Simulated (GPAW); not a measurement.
Runs of GPAW 26.7.0 on ZnSiP2. It takes space group I-42d (No. 122, tetragonal). The conventional cell has a = 5.373 Å, b = 5.373 Å, c = 10.460 Å, α = 90.00°, β = 90.00°, γ = 90.00°. Zn (site symmetry -4) has 4 P at 2.36 Å as nearest neighbours. Around P (site symmetry 2) lie 2 Si at 2.25 Å and 2 Zn at 2.36 Å. Si (site symmetry -4) is surrounded by 4 P at 2.25 Å. The cell is a database's computed one.

| task | level | potentials or basis | k mesh | band path | band points | gap on the mesh (eV) | pressure (GPa) | V0 of scaled cells (Å³/atom) | B0 (GPa) | largest force (eV/Å) |
| --- | --- | --- | --- | --- | --- | --- | --- | --- | --- | --- |
| band structure | PBEsol | PAW data sets generated in the run's folder for this functional, pw | 5 × 5 × 5 | GXYSGZS1NPY1Z,XP | 80 | 1.19 | (c) | - | - | 0.18 |
| equation of state | LDA | the program's PAW data sets (release 1.2.1) made for this functional, pw | 5 × 5 × 5 | - | - | - | - | 18.33 | 99 | - |
| band structure | LDA | the program's PAW data sets (release 1.2.1) made for this functional, pw | 5 × 5 × 5 | GXYSGZS1NPY1Z,XP | 80 | 1.19 | -2.7 | - | - | (a) |
| equation of state | PBEsol | PAW data sets generated in the run's folder for this functional, pw | 5 × 5 × 5 | - | - | - | - | 18.79 | (b) | - |
| single point | TB-mBJ | GPAW PAW data sets for LDA (gpaw-data 1.2.1), pw | 6 × 6 × 6 | - | - | 1.97 | - | - | - | - |

Alike in all rows: no spin polarisation; cell as given; cutoff (eV) 600; smearing fermi-dirac 0.05 eV.

Task: Fill in the values left out.

Result: (a) 0.26; (b) 94; (c) -0.4.

Caveats: the cell was scaled at fixed shape and fractional positions, which overstates the stiffness of a crystal with free parameters, most of all of layers and chains (some runs); a model potential gives levels but no total energy (some runs); the PAW data sets were made with another functional, which shifts forces and pressure a little (some runs).

A k mesh can miss the band edges.

Runs at the PBE level aren't shown here.
